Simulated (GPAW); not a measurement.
Entries from a set of simulations; values are calculated unless marked as measured.

### InSe (GaSe-type monolayer): G0W0 with GPAW, start to end

The cell holds 4 atoms: 2 In and 2 Se. Its edges and angles: a = 4.068 Å, b = 4.068 Å, c = 16.000 Å, α = 90.0°, β = 90.0°, γ = 120.0°. Vacuum lies along c.

```xyz
4
Lattice="4.0679 0.0000 0.0000 -2.0340 3.5229 0.0000 0.0000 0.0000 16.0000" Properties=species:S:1:pos:R:3
In    0.0000    2.3486    9.4086
In    0.0000    2.3486    6.5914
Se    2.0340    1.1743   10.6886
Se    2.0340    1.1743    5.3114
```

- method: DFT, PBE, plane waves, PAW (and 1 further level or step)
- program: GPAW 26.7.0
- settings: cutoff 450 eV, GPAW PAW setups 1.2.1 data release, 6×6×1 k-mesh, nbands 251
- cost: 3 runs, 2.6 min in all on 4 MPI ranks of Arm Neoverse V2, shared host
- notes: The structure was relaxed with PBE. Limits: no spin-orbit coupling.
- PBE gap: 1.46 eV, indirect
- G0W0 gap on the mesh: 2.79 eV
- GW settings: 6×6×1 mesh, 112 bands, screening to 36 eV, full frequency, Hilbert transform
- known limits: short of the basis limit; no spin-orbit coupling

G0W0 moves the gap on the mesh from 1.46 eV to 2.79 eV (+1.33 eV), with Z of 0.75 and 0.77 at the edges. The dearest step here is «empty states on the mesh».

[Long decimals in the printed logs are rounded to 6 places.]

[Logs are printed without paths, hosts, clocks, repeated set-up lines and the standing remarks that a program may print on its own settings, such as how far it seeks lower states.]

[Paths, hosts, dates, memory and timing lines, banners, echoed tables and standing remarks are left out of the program output; an Ansatz launch command may be rebuilt from the run's recorded settings. Measured values are a selection of at most five: reports struck by readers or far from the other reports are left out. None is set beside runs whose start may be inverted or whose files or cutoffs have a known fault.]

[Runs of the session that timed out or met a known fault of the program may be left out.]

[Hosts, paths, dates, database ids (printed as entryN), source tags and the programs' standing remarks are cut or masked in the printed files.]

[Where the starting crystal was built by hand or by swapping elements, it need not be the compound's stable phase.]
